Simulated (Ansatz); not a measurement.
Structure types of Ir were relaxed at one common pressure (all-electron LAPW in Ansatz 0.2.0 under PBE, scalar-relativistic, no spin polarisation, zero temperature). They take these volumes:

```
            type  space group  V (Å³/atom)
             fcc        Fm-3m         8.64
             bcc        Im-3m         8.68
             hcp     P6_3/mmc         8.66
         diamond        Fd-3m        10.84
simple hexagonal       P6/mmm         8.98
```

Question: At about which pressure, and is the densest type also the lowest in enthalpy?

Answer: 630 GPa. The densest types tie within 0.02 Å³/atom, and fcc is the lowest in enthalpy.
